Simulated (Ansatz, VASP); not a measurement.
**Two plane-wave programs on Au**

```
Au
1.0
     2.24977    0.00000    0.00000
     0.00000    2.24977    0.00000
     0.00000    0.00000    2.24977
Au
1
Direct
  0.00000 0.00000 0.00000
```

Change from the starting cell: volume scaled by 0.6, PAW files.

Alike in both runs: task single point; functional LDA; k mesh 14 × 14 × 14; occupations fermi-dirac, width 0.05 eV; no spin polarisation.

|  | VASP | Ansatz |
| --- | --- | --- |
| version | VASP 6.6.1 | Ansatz 0.2.0 |
| potentials or method | VASP PAW LDA potentials, release 64 (Au) | PAW with Ansatz's default frozen-core files, scalar-relativistic |
| plane-wave cutoff (eV) | 520 | 420 |
| valence electrons in the cell | 11 | 19 |

|  | VASP | Ansatz | Ansatz less VASP |
| --- | --- | --- | --- |
| pressure (GPa) | 306.1 | 303.4 | -2.68 |

The two sets of potentials don't hold the same shells in valence.

Caveats: the cell as given lies far from equilibrium; so large a pressure means that the cell lies far from this level's equilibrium, or that cutoff or potentials fall short (VASP). The runs have no spin-orbit coupling, so splittings on Au are missing.
